In tetragonal BaTiO₃ the lowest empty level hardly rises along the polar axis, while the next one shoots up. The reason is the shape of the titanium d orbitals: each of the three lowest feels the electron wave mainly along the two axes of the plane in which it lies. The highest filled level belongs to oxygen and peaks elsewhere in the zone, which makes the gap indirect.

Calculated values. Kohn-Sham levels of tetragonal BaTiO₃ (P4mm, 5-atom cell) on a 7×7×7 k mesh, from FLEUR MaX-R8.1 (patched build s14) with all-electron FLAPW DFT and the Xalpha functional, without spin polarisation or spin-orbit coupling. The basis cutoff kmax is 4.72 1/bohr, and the Fermi-Dirac smearing width is 0.05 eV. Energies are relative to the valence top on the mesh.

```tsv
point a (reciprocal cell vector)	point b (reciprocal cell vector)	point c (reciprocal cell vector)	level under 2 (eV)	level under 1 (eV)	level over 1 (eV)	level over 2 (eV)
0.0000	0.0000	0.0000	-0.148	-0.148	1.844	2.066
0.0000	0.0000	0.4286	-0.560	-0.560	1.979	3.640
0.0000	0.2857	0.1429	-0.772	-0.553	2.469	3.047
0.1429	0.1429	0.0000	-0.333	-0.327	2.286	2.422
0.1429	0.1429	0.1429	-0.464	-0.438	2.497	2.615
0.2857	0.2857	0.0000	-0.959	-0.317	2.972	3.160
0.4286	0.4286	0.0000	-0.861	-0.011	3.608	3.647
```

Each row is one wavevector, with components point a, point b and point c; c is the polar axis. The rows are called points 1 to 7 below, from the top down. A component tells how far the phase of the electron wave turns from one cell to the next: 0 means no turn, 0.5 a change of sign. "Level over 1" and "level over 2" are the two lowest empty levels, and "level under 1" is the highest filled one. Energies count from the highest filled level on the whole mesh, which lies at none of these seven points.

**Point 1, the zone centre.** The lowest empty states are Ti 3d orbitals of the xy, xz and yz kind. Take xz, with an oxygen above and an oxygen below the titanium. Its lobes have opposite signs on the two sides, while the oxygen p orbitals have the same sign when the phase doesn't turn, so the two overlaps cancel. With little to push them up, the d levels are at their lowest here, the first of them at 1.844 eV.

In the cubic form, with titanium centred, the three orbitals would coincide at this point. Here titanium has moved along c, one apical bond is shorter than the other, and for xz and yz the cancellation is no longer complete. They are pushed up, while xy, which lies across the axis, is largely spared. The table has a splitting of 0.22 eV; an estimate from the two bond lengths gives the order of 0.1 eV, so this mechanism has the right scale but need not be the only one.

**Point 2, out along the polar axis.** Now the wave almost changes sign from one cell to the next along c. The overlaps of xz and yz with the apical oxygens add instead of cancelling, and the antibonding mixture rises by 1.574 eV. The xy orbital lies across the axis. For a wave along c, symmetry bars it from mixing with the p orbitals of those oxygens, and it rises by only 0.135 eV. Symmetry supports these labels: along this axis xz and yz must stay equal, so the one of the three that stands alone has to be xy.

The same picture gives a formula. Two oxygens on opposite sides couple to the d orbital with strength t(1 − e^(iφ)), where t is the coupling to one oxygen and φ = 2πk is the phase turn for component k. The squared magnitude of this is 4t² sin²(πk). Divided by the energy distance between the d and p levels, it gives the upward push, so each orbital rises by

B × [sin²(πk₁) + sin²(πk₂)],

where k₁ and k₂ are the components along the two axes of its plane. Point 2 fixes the constant: 1.574 eV divided by sin²(0.4286π) = 0.95 gives B = 1.66 eV.

**Point 3, off the symmetry lines.** Here point a is zero, point b is large and point c is small. The orbital that avoids the large component is xz, so the rule makes it the lowest, followed by xy. This is also where the rule does worst: it puts the second level 0.19 eV too low. The formula has no term that accounts for this miss.

**Points 4, 6 and 7, along the diagonal of the plane.** The order now turns round. Both in-plane components grow together, so xy is pushed up twice, while xz and yz are pushed up once each. At point 6, which played no part in fixing B, sin²(0.2857π) is 0.611, and xz and yz should lie at 2.066 + 1.66 × 0.611 = 3.08 eV. The two levels in the table average 3.07 eV.

They are not equal, however, as the rule would have them. An xz orbital can also couple to the yz orbitals of cells along the diagonal, with a sign that depends on the direction, and this would split the pair in proportion to sin(2πa) sin(2πb), where a and b stand for point a and point b. Such a splitting is widest halfway along the diagonal and closes towards its end. With its size set at point 6, it predicts 0.12 eV at point 4 and 0.04 eV at point 7, against 0.14 and 0.04 eV in the table. At point 4 the xy level is expected close by, so the labels are less certain there.

**Point 5, all components equal.** By the rule, every orbital is now pushed up by the same amount, and xy should again be lowest, as at the centre. The plain rule puts the second level at 2.69 eV. The xz–yz coupling lowers it by half of 0.12 eV, to 2.63 eV, close to the 2.615 eV of the table. Similar couplings with xy, which are also allowed here, are left out of this estimate.

**How far the rule can be trusted.** B and the two starting energies come from three levels of points 1 and 2. The other eleven empty levels are then met with a typical error of 0.09 eV, while the lowest empty level alone ranges over 1.76 eV; the output below sets them side by side. The derivation assumes a push that is small compared with the distance between d and p levels, which isn't so near the zone edge. Yet the square-root formula meant for large pushes, with the direct gap at the centre as that distance, does worse, at 0.15 eV. B is therefore best read as an effective rate of climb and not as a measure of one bond.

**The filled side.** The highest filled level varies much less, over 0.55 eV, and is highest at point 7, near the place called M, where both in-plane components are 0.5. There it stands 0.85 eV above the next filled level. Theory suggests a pattern in which the oxygen p orbitals circulate around each titanium. At M itself, symmetry keeps it from mixing with the d orbitals that would push it down, and neighbouring oxygens meet in antibonding fashion, which pushes it up.

The lowest empty level thus sits at the centre and the highest filled one away from it. The indirect gap is 1.844 eV, against 1.992 eV for a direct transition at the centre. Since the mesh includes neither M nor any other point on the zone edge, the filled top may lie somewhat higher and the gap be somewhat smaller. Local functionals of this kind also place the gap of this oxide well below the measured one, so the shape of the bands deserves more trust than the gap. Spin-orbit coupling, left out here, could change splittings of a few hundredths of an eV, such as that of the empty levels at point 7.

For conduction, the shape means that added electrons would first enter the xy state. In this picture of a rigid lattice they move easily across the polar axis and poorly along it.

Printed output of the fit:

```
Linear model in eV:
     row  model first  miss first  model second  miss second  model xy
     0.0        1.844           0         2.066            0     1.844
     0.0        1.844      -0.135          3.64            0     1.844
     0.0        2.378    -0.09109         2.856      -0.1909     2.856
  0.1429        2.378     0.09191         2.378     -0.04409     2.468
  0.1429        2.468    -0.02918          2.69      0.07482     2.468
  0.2857        3.078      0.1061         3.078     -0.08187     3.868
  0.4286         3.64       0.032          3.64       -0.007     4.992
Spacings in eV:
     row  vertical gap  top filled spacing  empty spacing  xz-yz coupling model
     0.0         1.992                   0          0.222                     0
     0.0         2.539                   0          1.661                     0
     0.0         3.022               0.219          0.578                     0
  0.1429         2.613               0.006          0.136                 0.121
  0.1429         2.935               0.026          0.118                 0.121
  0.2857         3.289               0.642          0.188                 0.188
  0.4286         3.619                0.85          0.039               0.03721
Lift B per unit of sin squared, eV: 1.656
Rise of first and second empty level from row 1 to row 2, eV: 0.135, 1.574
Rms miss of eleven tested levels, linear then square root, eV: 0.09479, 0.146
Largest miss of the pair mean in rows 4 and 6 and 7, eV: 0.02391
Splitting at the centre, table then order-of-magnitude estimate from unequal bonds, eV: 0.222, 0.09171
Spread over the rows of top filled and lowest empty level, eV: 0.549, 1.764
```
